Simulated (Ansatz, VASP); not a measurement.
# Two plane-wave programs on Al

File INCAR:

```
PREC = Accurate
ENCUT = 520
EDIFF = 1E-6
ISMEAR = -1
SIGMA = 0.08
LREAL = F
LASPH = T
NELM = 60
ALGO = Normal
ISIF = 2
LWAVE = F
LCHARG = T
GGA = PS
LELF = T
LVHAR = T
NBANDS = 8
```

KPOINTS

```
regular mesh
0
Gamma
  18 18 18
```

POSCAR

```
Al
1.0
    0.0000000000      1.9240367727      1.9240367727
    1.9240367727      0.0000000000      1.9240367727
    1.9240367727      1.9240367727      0.0000000000
Al
1
Direct
    0.0000000000      0.0000000000      0.0000000000
```

Input for Ansatz:

```yaml
crystal:
  lattice:
    - [0.0, 1.9240367727, 1.9240367727]
    - [1.9240367727, 0.0, 1.9240367727]
    - [1.9240367727, 1.9240367727, 0.0]
  atoms:
    - { symbol: Al, position: [0.0, 0.0, 0.0] }
kpoints:
  mp_grid: { grid: [18, 18, 18] }
scf:
  occupations: { method: fermi_dirac, width: 0.08 }
hamiltonian:
  xc: pbesol
  pseudopotentials: { kind: paw }
output:
  forces: true
  stress: true
  eigenvalues: true
  populations: true
```

Change from the starting cell: volume scaled by 0.88, PAW files.

Alike in both runs: task single point; functional PBEsol; k mesh 18 × 18 × 18; occupations fermi-dirac, width 0.08 eV; no spin polarisation.

|  | VASP | Ansatz |
| --- | --- | --- |
| version | VASP 6.6.1 | Ansatz 0.2.0 |
| potentials or method | VASP PAW PBE potentials, release 64 (Al) | PAW with Ansatz's default frozen-core files, scalar-relativistic |
| plane-wave cutoff (eV) | 520 | 420 |
| valence electrons in the cell | 3 | 3 |

```tsv
	VASP	Ansatz	Ansatz less VASP
pressure (GPa)	14.0	13.9	-0.13
```

Caveats: the PAW data sets were made with another functional, which shifts forces and pressure a little (VASP).
